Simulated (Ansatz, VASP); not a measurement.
# Sb: VASP beside Ansatz

File INCAR:

```
SYSTEM = Sb
PREC = Accurate ; ENCUT = 520
EDIFF = 1E-6 ; ISMEAR = -1
SIGMA = 0.1 ; LREAL = .FALSE.
LASPH = .TRUE. ; NELM = 80
ALGO = Fast ; ISIF = 2
LWAVE = .FALSE. ; LCHARG = .TRUE.
GGA = RP ; LELF = .TRUE.
LVHAR = .TRUE. ; NBANDS = 18
```

Contents of KPOINTS:

```
Automatic mesh
0
G
  12 12 3
  0 0 0
```

The input POSCAR:

```
Sb
1.0
    3.4967555788      0.0000000000      0.0000000000
   -1.7483777894      3.0282791620      0.0000000000
    0.0000000000      0.0000000000     11.8725854779
Sb
4
Direct
    1.0000000000      1.0000000000      0.0000000000
    1.0000000000      1.0000000000      0.5000000000
    0.3333333333      0.6666666667      0.2500000000
    0.6666666667      0.3333333333      0.7500000000
```

Input for Ansatz:

```yaml
crystal:
  lattice:
    - [3.4967555788, 0.0, 0.0]
    - [-1.7483777894, 3.028279162, 0.0]
    - [0.0, 0.0, 11.8725854779]
  atoms:
    - { symbol: Sb, position: [1.0, 1.0, 0.0] }
    - { symbol: Sb, position: [1.0, 1.0, 0.5] }
    - { symbol: Sb, position: [0.3333333333, 0.6666666667, 0.25] }
    - { symbol: Sb, position: [0.6666666667, 0.3333333333, 0.75] }
hamiltonian:
  xc: rpbe
  pseudopotentials:
    kind: paw
    azcp:
      Sb: "pseudopotentials/Sb.paw.azcp"
basis:
  ecutwfc: 420
  fft_grid_basis: typed
kpoints:
  mp_grid: { grid: [12, 12, 3], shift: [0, 0, 0] }
magnetization:
  spin_polarized: false
scf:
  occupations: { method: fermi_dirac, width: 0.1 }
  lower_state_search: "off"
output:
  stress: true
```

Alike in both runs: task single point; functional RPBE; k mesh 12 × 12 × 3; occupations fermi-dirac, width 0.1 eV; no spin polarisation.

|  | VASP | Ansatz |
| --- | --- | --- |
| version | VASP 6.6.1 | Ansatz 0.2.0 |
| potentials or method | VASP PAW PBE potentials, release 64 (Sb) | plane waves (420 eV) with PAW, scalar-relativistic |
| plane-wave cutoff (eV) | 520 | 420 |
| valence electrons in the cell | 20 | 60 |

```tsv
	VASP	Ansatz	Ansatz less VASP
pressure (GPa)	-4.9	-4.8	+0.14
largest component of the traceless stress (GPa)	0.19	0.18	-0.010
```

With one functional, cell and mesh, what is left measures potentials, basis and numerics. The two sets of potentials don't hold the same shells in valence.

Caveats: the PAW data sets were made with another functional, which shifts forces and pressure a little (VASP). Spin-orbit coupling is left out, which matters for the levels of Sb.
